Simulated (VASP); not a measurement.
A VASP 6.6.1 single-point calculation on AlN

INCAR

```
NELM = 55
NBANDS = 11
IMIX = 1
ISIF = 2
LREAL = .FALSE.
LASPH = .TRUE.
SIGMA = 0.02
IBRION = -1
LWAVE = .FALSE.
ENCUT = 520
NSW = 0
ISMEAR = -1
PREC = Accurate
GGA = PE
EDIFF = 1E-7
LCHARG = .FALSE.
AMIX = 0.4
```

KPOINTS

```
KPOINTS created by Atomic Simulation Environment
0
Gamma
10 10 10
0 0 0
```

POSCAR

```
Al N
 1.0000000000000000
     0.0000000000000000    2.0592458212000002    2.0592458212000002
     2.0592458212000002    0.0000000000000000    2.0592458212000002
     2.0592458212000002    2.0592458212000002    0.0000000000000000
 Al  N
   1   1
Cartesian
  0.0000000000000000  0.0000000000000000  0.0000000000000000
  2.0592458211999998  2.0592458211999998  2.0592458211999998
```

The recommended PBE PAW datasets give the neutral cell 8 valence electrons.

Command

```
mpirun -np 1 vasp_std
```

Q: Predict the outcome of this run.

A: It converged. Results: gap between bands v and c on the k mesh 4.09 eV; least direct gap on the k mesh 4.90 eV; pressure -8.5 GPa. Band v is the last that the valence electrons fill when counted band by band, and c is the next.

OSZICAR

```
N       E                     dE             d eps       ncg     rms          rms(c)
DAV:   1     0.109407767790E+02    0.10941E+02   -0.38993E+03  1074   0.612E+02
DAV:   2    -0.154155698455E+02   -0.26356E+02   -0.25146E+02  1248   0.141E+02
DAV:   3    -0.162263797191E+02   -0.81081E+00   -0.80944E+00  1245   0.225E+01
DAV:   4    -0.162298827188E+02   -0.35030E-02   -0.35029E-02  1157   0.158E+00
DAV:   5    -0.162299144657E+02   -0.31747E-04   -0.31747E-04  1228   0.147E-01    0.740E+00
DAV:   6    -0.145463043223E+02    0.16836E+01   -0.77886E+00  1130   0.144E+01    0.258E+00
DAV:   7    -0.145367505017E+02    0.95538E-02   -0.14609E-01  1133   0.294E+00    0.179E+00
DAV:   8    -0.145315597227E+02    0.51908E-02   -0.25501E-03  1154   0.444E-01    0.104E+00
DAV:   9    -0.145299513658E+02    0.16084E-02   -0.80516E-04  1121   0.258E-01    0.600E-01
DAV:  10    -0.145294947443E+02    0.45662E-03   -0.33188E-04  1121   0.165E-01    0.350E-01
DAV:  11    -0.145293827449E+02    0.11200E-03   -0.13534E-04  1133   0.105E-01    0.206E-01
DAV:  12    -0.145293644836E+02    0.18261E-04   -0.54800E-05  1124   0.667E-02    0.123E-01
DAV:  13    -0.145293672103E+02   -0.27266E-05   -0.22268E-05  1139   0.425E-02    0.742E-02
DAV:  14    -0.145293721284E+02   -0.49181E-05   -0.90669E-06  1139   0.271E-02    0.455E-02
DAV:  15    -0.145293755631E+02   -0.34347E-05   -0.36992E-06  1141   0.173E-02    0.282E-02
DAV:  16    -0.145293775004E+02   -0.19373E-05   -0.15125E-06  1124   0.111E-02    0.178E-02
DAV:  17    -0.145293784911E+02   -0.99066E-06   -0.61996E-07  1156   0.709E-03    0.113E-02
DAV:  18    -0.145293789696E+02   -0.47858E-06   -0.25471E-07  1150   0.454E-03    0.724E-03
DAV:  19    -0.145293791923E+02   -0.22264E-06   -0.10490E-07  1082   0.292E-03    0.466E-03
DAV:  20    -0.145293792930E+02   -0.10076E-06   -0.42401E-08   571   0.187E-03    0.299E-03
DAV:  21    -0.145293793379E+02   -0.44878E-07   -0.19369E-08   577   0.129E-03
   1 F= -.14529379E+02 E0= -.14529379E+02  d E =-.372961E-13
```

For comparison, a separate PBE run of the intended cell, on usual settings and not on those above, gives a gap of 4.09 eV on its mesh and a pressure of -8.5 GPa.
